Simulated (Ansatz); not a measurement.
This Sn structure is the end of a relaxation. The cell was found from a structure generator's guess, not taken from experiment.

Computed with Ansatz 0.2.0, DFT PBE, scalar-relativistic, plane waves, PAW. Cutoff 420 eV, Γ-centred mesh, Gaussian smearing, no spin polarisation.

```
CELL_PARAMETERS angstrom
4.74886 0.00000 0.00000
-2.37443 4.11263 0.00000
0.00000 0.00000 5.06477
ATOMIC_POSITIONS crystal
Sn 0.00000 0.50000 0.33333
Sn 0.50000 0.50000 0.66667
Sn 0.50000 0.00000 0.00000
```

Energies count from the standard state of Sn at the same level. The references include grey tin.

Question: What space group does it have?

Answer: P6_422 (No. 181). Conventional cell: a = 4.749 Å, c = 5.065 Å. Around Sn lie 4 Sn at 2.91 Å.

Question: How far does it lie from the standard state of Sn?

Answer: +0.10 eV/atom. It lies above the standard state, so it could only be metastable.

Question: Is it a metal?

Answer: Yes, bands cross the Fermi level on the 12×12×10 mesh.

Question: From what recipe could a structure generator have reached it?

Answer: One such recipe: 4-connected net of one element (P6_422, No. 181). Other recipes can lead to the same cell.

The last run used a 12×12×10 mesh (in the run's order of axes) for its 3-atom cell and Gaussian smearing of 0.10 eV. A structure relaxed within its symmetry needn't be a true minimum.
